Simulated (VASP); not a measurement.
# ZrS2 in VASP: further runs, part 2 of 2

VASP 6.6.1. The steps go on from the part before.

**3. Work function, PBE, non-collinear spin, zero start, spin-orbit coupling**

INCAR

```
SYSTEM = ZrS2
PREC = Accurate
ENCUT = 520
EDIFF = 1E-7
ISMEAR = 0
SIGMA = 0.03
LREAL = .FALSE.
LASPH = .TRUE.
NELM = 60
ALGO = Normal
ISIF = 2
LWAVE = .FALSE.
LCHARG = .TRUE.
MAGMOM = 0 0 0 0 0 0 0 0 0
LORBIT = 11
LSORBIT = .TRUE.
GGA_COMPAT = .FALSE.
LMAXMIX = 4
LDIPOL = .TRUE.
IDIPOL = 3
DIPOL = 0.5 0.5 0.500
GGA = PE
LVHAR = .TRUE.
LVACPOTAV = .TRUE.
KPAR = 4
```

KPOINTS

```
Automatic mesh
0
G
  12 12 1
  0 0 0
```

POSCAR

```
ZrS2                                    
1.0
    3.6780374301     -0.0000000000      0.0000000000
   -1.8390187151      3.1852738487      0.0000000000
    0.0000000000      0.0000000000     18.9000000000
  S               Zr            
     2     1
Direct
     0.3333330000000032    0.6666669999999968    0.4237275923488979
     0.6666669999999968    0.3333330000000032    0.5762724076511021
     0.0000000000000000    1.0000000000000000    0.5000000000000000
```

Potentials or basis: VASP PAW PBE potentials, release 64 (S, Zr_sv).

Launch:

```sh
> cat potpaw_PBE.64/S/POTCAR potpaw_PBE.64/Zr_sv/POTCAR > POTCAR
> mpirun -np 4 vasp_ncl > vasp.out
```

OUTCAR:

```text
SYSTEM = ZrS2
   PREC = Accurate
   ENCUT = 520
   EDIFF = 1E-7
   ISMEAR = 0
   LREAL = .FALSE.
   LASPH = .TRUE.
   NELM = 60
   ISIF = 2
   LORBIT = 11
   LSORBIT = .TRUE.
   GGA = PE

 ion  position               nearest neighbor table
   1  0.333  0.667  0.424-   3 2.57   3 2.57   3 2.57
   2  0.667  0.333  0.576-   3 2.57   3 2.57   3 2.57
   3  0.000  0.000  0.500-   1 2.57   2 2.57   1 2.57   2 2.57   2 2.57   1 2.57

  LATTYP: Found a hexagonal cell.
 ALAT       =     3.6780374301
 C/A-ratio  =     5.1386100221

  Lattice vectors:

 A1 = (   3.6780374301,   0.0000000000,   0.0000000000)
 A2 = (  -1.8390187151,   3.1852738487,   0.0000000000)
 A3 = (   0.0000000000,   0.0000000000,  18.9000000000)

Analysis of symmetry for initial positions (statically):
=====================================================================
 Subroutine PRICEL returns:
 Original cell was already a primitive cell.

 Routine SETGRP: Setting up the symmetry group for a
 hexagonal supercell.

 Subroutine GETGRP returns: Found 12 space group operations
 (whereof 12 operations were pure point group operations)
 out of a pool of 24 trial point group operations.

The static configuration has the point symmetry D_3d.

Analysis of symmetry for dynamics (positions and initial velocities):
=====================================================================
 Subroutine PRICEL returns:
 Original cell was already a primitive cell.

 Routine SETGRP: Setting up the symmetry group for a
 hexagonal supercell.

 Subroutine GETGRP returns: Found 12 space group operations
 (whereof 12 operations were pure point group operations)
 out of a pool of 24 trial point group operations.

The dynamic configuration has the point symmetry D_3d.

Analysis of structural, dynamic, and magnetic symmetry:
=====================================================================
 Subroutine PRICEL returns:
 Original cell was already a primitive cell.

 Routine SETGRP: Setting up the symmetry group for a
 hexagonal supercell.

 Subroutine GETGRP returns: Found 12 space group operations
 (whereof 12 operations were pure point group operations)
 out of a pool of 24 trial point group operations.

The overall configuration has the point symmetry D_3d.

 Subroutine INISYM returns: Found 12 space group operations
 (whereof 12 operations are pure point group operations),
 and found     1 'primitive' translations

----------------------------------------------------------------------------------------

                                     Primitive cell

  volume of cell :     221.4240

  direct lattice vectors                    reciprocal lattice vectors
[... 128 lines left out ...]

 dipolmoment           0.000000      0.000000     -0.000000 electrons x Angstroem

 Free energy of the ion-electron system (eV)
  ---------------------------------------------------
  ext. energy  EPLUGINS =         0.00000000
  ---------------------------------------------------
  free energy    TOTEN  =       -21.50404789 eV

  energy without entropy =      -21.50404789  energy(sigma->0) =      -21.50404789

 E-fermi :  -2.8650     XC(G=0):  -3.4509

 val. band max:       -3.0408711306   @ k =   0.0000   0.0000   0.0000
 cond. band min:      -1.8781397100   @ k =   0.5000   0.0000   0.0000
 fundamental gap:      1.1627314206
 Fermi energy:        -2.8650412772

 k-point     1 :       0.0000    0.0000    0.0000
  band No.  band energies     occupation
      1     -51.9444      1.00000
      2     -51.9444      1.00000
      3     -31.0680      1.00000
      4     -31.0680      1.00000
      5     -29.3923      1.00000
      6     -29.3923      1.00000
[... 654 lines left out ...]
     31       2.2590      0.00000
     32       2.2650      0.00000

------------------------ aborting loop because EDIFF is reached ----------------------------------------

  FORCE on cell =-STRESS in cart. coord.  units (eV):
  Direction    XX          YY          ZZ          XY          YZ          ZX
  --------------------------------------------------------------------------------------
  -------------------------------------------------------------------------------------
  Total        0.2973226      0.2973226      0.3137179     -0.0000000      0.0000000      0.0000000
  in kB        2.1513633      2.1513633      2.2699966     -0.0000000      0.0000000      0.0000000
  external PRESSURE =       2.1909077 kB  Pullay stress =       0.0000000 kB

 VOLUME and BASIS-vectors are now :
 -----------------------------------------------------------------------------
  energy-cutoff  :      520.00
  volume of cell :      221.42
      direct lattice vectors                 reciprocal lattice vectors
     3.678037430  0.000000000  0.000000000     0.271884128  0.156972375  0.000000000
    -1.839018715  3.185273849  0.000000000     0.000000000  0.313944749  0.000000000
     0.000000000  0.000000000 18.900000000     0.000000000  0.000000000  0.052910053

 POSITION                                       TOTAL-FORCE (eV/Angst)
 -----------------------------------------------------------------------------------
     -0.00000      2.12352      8.00845         0.000000     -0.000000     -0.117336
      1.83902      1.06176     10.89155        -0.000000      0.000000      0.117336
      0.00000      0.00000      9.45000         0.000000      0.000000     -0.000000
 -----------------------------------------------------------------------------------
    total drift:                                0.000000     -0.000000     -0.000000

  FREE ENERGIE OF THE ION-ELECTRON SYSTEM (eV)
  ---------------------------------------------------
  free  energy   TOTEN  =       -21.5040478862 eV

  energy  without entropy=      -21.5040478862  energy(sigma->0) =      -21.50404789

 vacuum level on the upper side and lower side of the slab         3.364         3.364

 Spin-Orbit-Coupling matrix elements

 Ion:    1  E_soc:     -0.0021411
 l=   1
     0.0000000    -0.0003595    -0.0003516
    -0.0003595     0.0000000    -0.0003595
    -0.0003516    -0.0003595     0.0000000
 l=   2
     0.0000000     0.0000000     0.0000000     0.0000000     0.0000000
     0.0000000     0.0000000     0.0000000     0.0000000     0.0000000
     0.0000000     0.0000000     0.0000000     0.0000000     0.0000000
     0.0000000     0.0000000     0.0000000     0.0000000     0.0000000
     0.0000000     0.0000000     0.0000000     0.0000000     0.0000000
 l=   3
     0.0000000     0.0000000     0.0000000     0.0000000     0.0000000     0.0000000     0.0000000
     0.0000000     0.0000000     0.0000000     0.0000000     0.0000000     0.0000000     0.0000000
     0.0000000     0.0000000     0.0000000     0.0000000     0.0000000     0.0000000     0.0000000
     0.0000000     0.0000000     0.0000000     0.0000000     0.0000000     0.0000000     0.0000000
[... 29 lines left out ...]
 l=   2
     0.0000000    -0.0001336     0.0000000    -0.0001336    -0.0004181
    -0.0001336     0.0000000    -0.0003058    -0.0001702    -0.0001336
     0.0000000    -0.0003058     0.0000000    -0.0003058     0.0000000
    -0.0001336    -0.0001702    -0.0003058     0.0000000    -0.0001336
    -0.0004181    -0.0001336     0.0000000    -0.0001336     0.0000000
 l=   3
     0.0000000     0.0000000     0.0000000     0.0000000     0.0000000     0.0000000     0.0000000
     0.0000000     0.0000000     0.0000000     0.0000000     0.0000000     0.0000000     0.0000000
     0.0000000     0.0000000     0.0000000     0.0000000     0.0000000     0.0000000     0.0000000
     0.0000000     0.0000000     0.0000000     0.0000000     0.0000000     0.0000000     0.0000000
     0.0000000     0.0000000     0.0000000     0.0000000     0.0000000     0.0000000     0.0000000
     0.0000000     0.0000000     0.0000000     0.0000000     0.0000000     0.0000000     0.0000000
     0.0000000     0.0000000     0.0000000     0.0000000     0.0000000     0.0000000     0.0000000

 total charge

# of ion       s       p       d       tot
------------------------------------------
    1        1.343   2.417   0.000   3.760
    2        1.343   2.417   0.000   3.760
    3        2.172   6.023   1.431   9.626
--------------------------------------------------
tot          4.859  10.857   1.431  17.146

 magnetization (x)

# of ion       s       p       d       tot
------------------------------------------
    1        0.000   0.000   0.000   0.000
    2        0.000   0.000   0.000   0.000
    3        0.000   0.000   0.000   0.000
--------------------------------------------------
tot          0.000   0.000   0.000   0.000

 magnetization (y)

# of ion       s       p       d       tot
------------------------------------------
    1        0.000   0.000   0.000   0.000
    2        0.000   0.000   0.000   0.000
    3        0.000   0.000   0.000   0.000
--------------------------------------------------
tot          0.000   0.000   0.000   0.000

 magnetization (z)

# of ion       s       p       d       tot
------------------------------------------
    1        0.000   0.000   0.000   0.000
    2        0.000   0.000   0.000   0.000
    3       -0.000  -0.000   0.000  -0.000
--------------------------------------------------
tot         -0.000  -0.000   0.000  -0.000
```

Wall time 4.5 min (4 MPI ranks of Intel Xeon Platinum 8488C (Sapphire Rapids), shared host); peak memory 0.99 GiB.

Results:

| Property | Result |
| --- | --- |
| Free energy | -21.5040 eV |
| Largest force | 0.117 eV/Å |
| Net moment | 0.00 μB per cell |
| Valence electrons inside the program's atomic spheres | S 3.76; Zr 9.63 |
| Work function of the upper face | 6.23 eV |
| Work function of the lower face | 6.23 eV |

Forces in eV/Å, atoms in the order of the input:
```
S    0.000  0.000 -0.117
S    0.000  0.000  0.117
Zr   0.000  0.000  0.000
```

Moments on the atoms (μB; x, y, z):
```
S   0.00 0.00 0.00
S   0.00 0.00 0.00
Zr  0.00 0.00 0.00
```

**4. Work function, HSE06**

POSCAR is that of step 3.

INCAR.step1

```
SYSTEM = ZrS2
PREC = Accurate
ENCUT = 520
EDIFF = 1E-5
ISMEAR = 0
SIGMA = 0.03
LREAL = .FALSE.
LASPH = .TRUE.
NELM = 60
ALGO = Normal
ISIF = 2
LWAVE = .TRUE.
LDIPOL = .TRUE.
IDIPOL = 3
DIPOL = 0.5 0.5 0.500
GGA = PE
KPAR = 4
```

INCAR.step2

```
SYSTEM = ZrS2
PREC = Accurate
ENCUT = 520
EDIFF = 1E-7
ISMEAR = 0
SIGMA = 0.03
LREAL = .FALSE.
LASPH = .TRUE.
NELM = 60
ALGO = Normal
ISIF = 2
LWAVE = .FALSE.
LCHARG = .TRUE.
LDIPOL = .TRUE.
IDIPOL = 3
DIPOL = 0.5 0.5 0.500
GGA = PE
LHFCALC = .TRUE.
HFSCREEN = 0.2
PRECFOCK = Fast
LVHAR = .TRUE.
LVACPOTAV = .TRUE.
ISTART = 1
KPAR = 4
```

KPOINTS

```
Automatic mesh
0
G
  6 6 1
  0 0 0
```

Potentials or basis: VASP PAW PBE potentials, release 64 (S, Zr_sv).

Launch:

```sh
> cat potpaw_PBE.64/S/POTCAR potpaw_PBE.64/Zr_sv/POTCAR > POTCAR
> cp INCAR.step1 INCAR
> mpirun -np 4 vasp_std > vasp.out
> cp INCAR.step2 INCAR
> mpirun -np 4 vasp_std > vasp.out
```

OUTCAR:

```text
SYSTEM = ZrS2
   PREC = Accurate
   ENCUT = 520
   EDIFF = 1E-7
   ISMEAR = 0
   LREAL = .FALSE.
   LASPH = .TRUE.
   NELM = 60
   ISIF = 2
   GGA = PE
   LHFCALC = .TRUE.
   HFSCREEN = 0.2
   PRECFOCK = Fast
   ISTART = 1

 ion  position               nearest neighbor table
   1  0.333  0.667  0.424-   3 2.57   3 2.57   3 2.57
   2  0.667  0.333  0.576-   3 2.57   3 2.57   3 2.57
   3  0.000  0.000  0.500-   1 2.57   2 2.57   1 2.57   2 2.57   2 2.57   1 2.57

  LATTYP: Found a hexagonal cell.
[... 322 lines left out ...]
  Direction    XX          YY          ZZ          XY          YZ          ZX
  --------------------------------------------------------------------------------------
  -------------------------------------------------------------------------------------
  Total       -0.1998254     -0.1998254     -0.3581946      0.0000000      0.0000000      0.0000000
  in kB       -1.4458945     -1.4458945     -2.5918204      0.0000000      0.0000000      0.0000000
  external PRESSURE =      -1.8278698 kB  Pullay stress =       0.0000000 kB

 VOLUME and BASIS-vectors are now :
 -----------------------------------------------------------------------------
  energy-cutoff  :      520.00
  volume of cell :      221.42
      direct lattice vectors                 reciprocal lattice vectors
     3.678037430  0.000000000  0.000000000     0.271884128  0.156972375  0.000000000
    -1.839018715  3.185273849  0.000000000     0.000000000  0.313944749  0.000000000
     0.000000000  0.000000000 18.900000000     0.000000000  0.000000000  0.052910053

 POSITION                                       TOTAL-FORCE (eV/Angst)
 -----------------------------------------------------------------------------------
     -0.00000      2.12352      8.00845        -0.000000     -0.000000      0.108634
      1.83902      1.06176     10.89155         0.000000      0.000000     -0.108634
      0.00000      0.00000      9.45000         0.000000      0.000000      0.000000
 -----------------------------------------------------------------------------------
    total drift:                               -0.000000      0.000000     -0.000000

  FREE ENERGIE OF THE ION-ELECTRON SYSTEM (eV)
  ---------------------------------------------------
  free  energy   TOTEN  =       -25.5115708336 eV

  energy  without entropy=      -25.5115708336  energy(sigma->0) =      -25.51157083

 vacuum level on the upper side and lower side of the slab         3.389         3.389
```

Wall time 5.6 min (4 MPI ranks of Intel Xeon Platinum 8488C (Sapphire Rapids), shared host); peak memory 0.43 GiB.

Results:

```
Free energy                            : -25.5116 eV
Largest force                          : 0.109 eV/Å
Band gap on the k mesh                 : 2.04 eV, indirect (least direct gap 2.62 eV)
Ionisation potential of the upper face : 7.08 eV
```

Forces in eV/Å, atoms in the order of the input:
```
S    0.000  0.000  0.109
S    0.000  0.000 -0.109
Zr   0.000  0.000  0.000
```

Levels at points of the mesh, in eV from the valence-band top:
| k point | band 9 | band 10 | band 11 | band 12 | band 13 | band 14 | band 15 | band 16 |
| --- | --- | --- | --- | --- | --- | --- | --- | --- |
| (0.00, 0.00, 0.00) | -2.93 | -0.85 | 0.00 | 0.00 | 2.62 | 2.62 | 3.69 | 6.34 |
| (0.50, 0.00, 0.00) | -2.67 | -2.40 | -1.27 | -1.08 | 2.04 | 4.51 | 4.82 | 6.76 |

Caveat: the PAW data sets were made with another functional, which shifts forces and pressure a little.

**5. Summary**

| level | spin | k mesh | grid for exact exchange (PRECFOCK) | screening parameter | gap on the mesh (eV) | largest force (eV/Å) |
| --- | --- | --- | --- | --- | --- | --- |
| PBE | off | 12 × 12 × 1 | - | - | 1.21 | 0.12 |
| PBE | non-collinear, zero start, SOC | 12 × 12 × 1 | - | - | - | 0.12 |
| HSE06 | off | 6 × 6 × 1 | Fast | 0.2 1/A | 2.04 | 0.11 |

Alike in all rows: task work function; potentials or basis VASP PAW PBE potentials, release 64 (S, Zr_sv); cell as given; cutoff (eV) 520; smearing gaussian 0.03 eV.

Caveats: the PAW data sets were made with another functional, which shifts forces and pressure a little (some runs).

Total energies depend on the potentials used, so only differences within one code and one set of settings carry meaning.
